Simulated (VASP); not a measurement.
# TiAl (Pm-3m) in VASP: a series of runs

One crystal, TiAl, is run at these levels: PBE; tasks: single point.

Everything below comes from runs of VASP 6.6.1. Logs are shortened: lines on timing, memory, paths and dates and some standing lists are left out, and cuts for length are marked.

### 1 The structure

It takes space group Pm-3m (No. 221, cubic). The conventional cell has a = 3.179 Å, b = 3.179 Å, c = 3.179 Å, α = 90.00°, β = 90.00°, γ = 90.00°. Around Ti (site symmetry m-3m) lie 8 Al at 2.75 Å. Al (site symmetry m-3m) has 8 Ti at 2.75 Å as nearest neighbours.

The cell comes from a database or a generator and needn't be the stable form of this composition.

### 2 Single point, PBE

File INCAR:

```
SYSTEM = TiAl
  ADDGRID = .FALSE.
  ALGO = Normal
  EDIFF = 1E-6
  ENCUT = 520
  GGA = PE
  ISIF = 2
  ISMEAR = -1
  LASPH = .TRUE.
  LCHARG = .FALSE.
  LREAL = .FALSE.
  LWAVE = .FALSE.
  NELM = 100
  PREC = Accurate
  SIGMA = 0.1
```

File KPOINTS:

```
k-points
0
G
  9 9 9
  0 0 0
```

File POSCAR:

```
TiAl
1.0
    3.1790640000      0.0000000000      0.0000000000
    0.0000000000      3.1790640000      0.0000000000
    0.0000000000      0.0000000000      3.1790640000
Ti Al
1 1
Direct
    0.0000000000      0.0000000000      0.0000000000
    0.5000000000      0.5000000000      0.5000000000
```

Potentials or basis: VASP PAW PBE potentials, release 64 (Ti_sv, Al).

Run with:

```sh
$ cat potpaw_PBE.64/Ti_sv/POTCAR potpaw_PBE.64/Al/POTCAR > POTCAR
$ mpirun -np 1 vasp_std > vasp.out
```

OUTCAR:

```text
SYSTEM = TiAl
   EDIFF = 1E-6
   ENCUT = 520
   GGA = PE
   ISIF = 2
   ISMEAR = -1
   LASPH = .TRUE.
   LREAL = .FALSE.
   NELM = 100
   PREC = Accurate

 Found     35 irreducible k-points:

 Following reciprocal coordinates:
            Coordinates               Weight
  0.000000  0.000000  0.000000      1.000000
  0.111111  0.000000  0.000000      6.000000
  0.222222  0.000000  0.000000      6.000000
  0.333333  0.000000  0.000000      6.000000
  0.444444  0.000000  0.000000      6.000000
  0.111111  0.111111  0.000000     12.000000
   k-points           NKPTS =     35   k-points in BZ     NKDIM =     35   number of bands    NBANDS=     11
   number of dos      NEDOS =    301   number of ions     NIONS =      2
   total plane-waves  NPLWV =  13824
   dimension x,y,z NGX =    24 NGY =   24 NGZ =   24
   dimension x,y,z NGXF=    48 NGYF=   48 NGZF=   48
   ions per type =               1   1
   NGX,Y,Z   is equivalent  to a cutoff of  12.55, 12.55, 12.55 a.u.
   NGXF,Y,Z  is equivalent  to a cutoff of  25.10, 25.10, 25.10 a.u.
 SYSTEM =  TiAl
   PREC   = accura    normal or accurate (medium, high low for compatibility)
   ISTART =      0    job   : 0-new  1-cont  2-samecut
   ICHARG =      2    charge: 1-file 2-atom 10-const
   ISPIN  =      1    spin polarized calculation?
   LNONCOLLINEAR =      F non collinear calculations
   LSORBIT =      F    spin-orbit coupling
   LASPH  =      T    aspherical Exc in radial PAW
   ENCUT  =  520.0 eV  38.22 Ry    6.18 a.u.   5.91  5.91  5.91*2*pi/ulx,y,z
   NELM   =    100;   NELMIN=  2; NELMDL= -5     # of ELM steps
   EDIFF  = 0.1E-05   stopping-criterion for ELM
   LREAL  =      F    real-space projection
   EDIFFG = 0.1E-04   stopping-criterion for IOM
   NSW    =      0    number of steps for IOM
   IBRION =     -1    ionic relax: 0-MD 1-quasi-New 2-CG
   NFREE  =      0    steps in history (QN), initial steepest desc. (CG)
   ISIF   =      2    stress and relaxation
   ISYM   =      2    0-nonsym 1-usesym 2-fastsym
   POTIM  = 0.5000    time-step for ionic-motion
   TEBEG  =    0.0;   TEEND  =   0.0 temperature during run
   PSTRESS=    0.0 pullay stress
   NELECT =      15.0000    total number of electrons
   NUPDOWN=      -1.0000    fix difference up-down
   EMIN   =  10.00;   EMAX   =-10.00  energy-range for DOS
   EFERMI =   0.00;   METHOD = LEGACY
   ISMEAR =    -1;   SIGMA  =   0.10  broadening in eV -4-tet -1-fermi 0-gaus
   EFERMI_NEDOS =   21; number of points for ismear=-14 and -15
   IALGO  =     38    algorithm
   IMIX   =      4    mixing-type and parameters
     AMIX     =   0.40;   BMIX     =  1.00
     AMIX_MAG =   1.60;   BMIX_MAG =  1.00
  volume/ion in A,a.u.               =      16.06       108.41
  Fermi-wavevector in a.u.,A,eV,Ry     =   1.270007  2.399964 21.945065  1.612917
  Thomas-Fermi vector in A             =   2.403017
   LORBIT       =      0    0 simple, 1 ext, 2 COOP (PROOUT), +10 PAW based schemes
   GGA     = PE    functional components
   LHFCALC =     F    Hartree Fock is set to
   AEXX    =    0.0000 exact exchange contribution
   IVDW    =     0    specifies the selected vdW correction
   LEPSILON=     F    determine dielectric tensor
   LRPA    =     F    only Hartree local field effects (RPA)
 non-spin polarized calculation
  energy-cutoff  :      520.00
  volume of cell :       32.13
 maximum number of plane-waves:       883
 NGX is ok and might be reduce to    24
   NGX = 11   NGY = 11   NGZ = 11

 number of electron      14.9999994 magnetization

 Free energy of the ion-electron system (eV)
  ---------------------------------------------------
  ext. energy  EPLUGINS =         0.00000000
  ---------------------------------------------------
  free energy    TOTEN  =       -12.14838317 eV

  energy without entropy =      -12.07196362  energy(sigma->0) =      -12.11017339

 E-fermi :   8.7691     XC(G=0): -11.0866

 val. band max:        8.7425430293   @ k =   0.3333   0.3333   0.2222
 cond. band min:       8.7709116808   @ k =   0.3333   0.2222   0.0000
 fundamental gap:      0.0283686515
 Fermi energy:         8.7690986780

 k-point     1 :       0.0000    0.0000    0.0000
  band No.  band energies     occupation
      1     -48.1212      2.00000
      2     -24.3227      2.00000
      3     -24.3227      2.00000
      4     -24.3227      2.00000
      5      -0.5005      2.00000
      6       7.3360      2.00000
      7       7.3360      2.00000
      8      10.5799      0.00000
      9      10.5799      0.00000
     10      10.5799      0.00000
     11      13.1894      0.00000

 k-point     2 :       0.1111    0.0000    0.0000
  band No.  band energies     occupation
      1     -48.1195      2.00000
      2     -24.3429      2.00000
      3     -24.3209      2.00000
      4     -24.3209      2.00000
      5      -0.3041      2.00000
      6       7.2220      2.00000
      7       7.4236      2.00000
      8      10.2665      0.00000
      9      10.2665      0.00000
     10      10.6030      0.00000
     11      12.4662      0.00000

 k-point     3 :       0.2222    0.0000    0.0000
  band No.  band energies     occupation
      1     -48.1151      2.00000
      2     -24.3937      2.00000
      3     -24.3165      2.00000
      4     -24.3165      2.00000
      5       0.2718      2.00000
      6       6.6495      2.00000
      7       7.6612      1.99997
      8       9.6972      0.00019
      9       9.6972      0.00019
     10      10.6622      0.00000
     11      11.6128      0.00000

 k-point     4 :       0.3333    0.0000    0.0000
  band No.  band energies     occupation
      1     -48.1102      2.00000
      2     -24.4511      2.00000
      3     -24.3114      2.00000
      4     -24.3114      2.00000
      5       1.1874      2.00000
      6       5.4433      2.00000
      7       7.9662      1.99935
      8       9.2211      0.02153
      9       9.2211      0.02153
     10      10.7310      0.00000
     11      11.5042      0.00000

 k-point     5 :       0.4444    0.0000    0.0000
  band No.  band energies     occupation
      1     -48.1069      2.00000
      2     -24.4882      2.00000
      3     -24.3081      2.00000
      4     -24.3081      2.00000
      5       2.3417      2.00000
      6       4.0151      2.00000
      7       8.1919      1.99379
      8       8.9618      0.25423
      9       8.9618      0.25423
     10      10.7767      0.00000
     11      11.7160      0.00000

 k-point     6 :       0.1111    0.1111    0.0000
  band No.  band energies     occupation
      1     -48.1178      2.00000
      2     -24.3421      2.00000
      3     -24.3399      2.00000
      4     -24.3192      2.00000
      5      -0.1108      2.00000
      6       7.2512      2.00000
      7       7.3895      2.00000
      8       9.9122      0.00002
      9      10.1804      0.00000
     10      10.4443      0.00000
     11      12.7217      0.00000

 [... further k-points ...]

------------------------ aborting loop because EDIFF is reached ----------------------------------------

  FORCE on cell =-STRESS in cart. coord.  units (eV):
  Direction    XX          YY          ZZ          XY          YZ          ZX
  --------------------------------------------------------------------------------------
  -------------------------------------------------------------------------------------
  Total        0.1920810      0.1920810      0.1920810      0.0000000      0.0000000      0.0000000
  in kB        9.5784929      9.5784929      9.5784929      0.0000000      0.0000000      0.0000000
  external PRESSURE =       9.5784929 kB  Pullay stress =       0.0000000 kB

 VOLUME and BASIS-vectors are now :
 -----------------------------------------------------------------------------
  energy-cutoff  :      520.00
  volume of cell :       32.13
      direct lattice vectors                 reciprocal lattice vectors
     3.179064000  0.000000000  0.000000000     0.314557996  0.000000000  0.000000000
     0.000000000  3.179064000  0.000000000     0.000000000  0.314557996  0.000000000
     0.000000000  0.000000000  3.179064000     0.000000000  0.000000000  0.314557996

 POSITION                                       TOTAL-FORCE (eV/Angst)
 -----------------------------------------------------------------------------------
      0.00000      0.00000      0.00000         0.000000      0.000000      0.000000
      1.58953      1.58953      1.58953         0.000000      0.000000      0.000000
 -----------------------------------------------------------------------------------
    total drift:                                0.000000      0.000000      0.000000

  FREE ENERGIE OF THE ION-ELECTRON SYSTEM (eV)
  ---------------------------------------------------
  free  energy   TOTEN  =       -12.1483831677 eV

  energy  without entropy=      -12.0719636154  energy(sigma->0) =      -12.11017339
```

Run time: 3.9 s. Hardware: 1 thread of Intel Xeon 6975P-C (Granite Rapids), shared host; peak memory 0.14 GiB.

The run converged, but some of its settings lie outside the range that counts as converged, so its numbers aren't taken as properties of the crystal.

Results:

```
Free energy            : -12.1484 eV
Pressure               : 1.0 GPa
Band gap on the k mesh : none (metal or under the smearing width)
```

### 3 Single point, PBE

INCAR: that of step 2 with these lines changed.

```diff
@@ -4,3 +4,3 @@
   EDIFF = 1E-6
-  ENCUT = 520
+  ENCUT = 900
   GGA = PE
```

File KPOINTS:

```
k-points
0
G
  7 7 7
  0 0 0
```

POSCAR is that of step 2.

Potentials or basis: VASP PAW PBE potentials, release 64 (Ti_sv, Al).

Run with:

```sh
$ cat potpaw_PBE.64/Ti_sv/POTCAR potpaw_PBE.64/Al/POTCAR > POTCAR
$ mpirun -np 1 vasp_std > vasp.out
```

Run time: 5.4 s. Hardware: 1 thread of Intel Xeon 6975P-C (Granite Rapids), shared host; peak memory 0.18 GiB.

The run converged, but some of its settings lie outside the range that counts as converged, so its numbers aren't taken as properties of the crystal.

What came out:

* Free energy: -12.1491 eV
* Pressure: 0.9 GPa
* Band gap on the k mesh: none (metal or under the smearing width)

### 4 Single point, PBE

INCAR: that of step 3 with these lines changed.

```diff
@@ -4,3 +4,3 @@
   EDIFF = 1E-6
-  ENCUT = 900
+  ENCUT = 460
   GGA = PE
```

File KPOINTS:

```
k-points
0
G
  10 10 10
  0 0 0
```

POSCAR is that of step 3.

Run with:

```sh
$ cat potpaw_PBE.64/Ti_sv/POTCAR potpaw_PBE.64/Al/POTCAR > POTCAR
$ mpirun -np 1 vasp_std > vasp.out
```

Wall time 5.2 s (1 thread of Intel Xeon 6975P-C (Granite Rapids), shared host); peak memory 0.14 GiB.

These settings aren't checked as converged: the numbers below hold their error.

Results:

```
Free energy            : -12.1478 eV
Pressure               : 0.8 GPa
Band gap on the k mesh : none (metal or under the smearing width)
```

### 5 The reference run

An earlier run on the cell as given: functional PBEsol; potentials or basis VASP PAW PBE potentials, release 64 (Ti_sv, Al); cutoff 520 eV; k mesh 8 × 8 × 8; occupations fermi-dirac, width 0.05 eV; no spin polarisation.

* Pressure: -2.3 GPa
* Band gap on the k mesh: none (metal or under the smearing width)
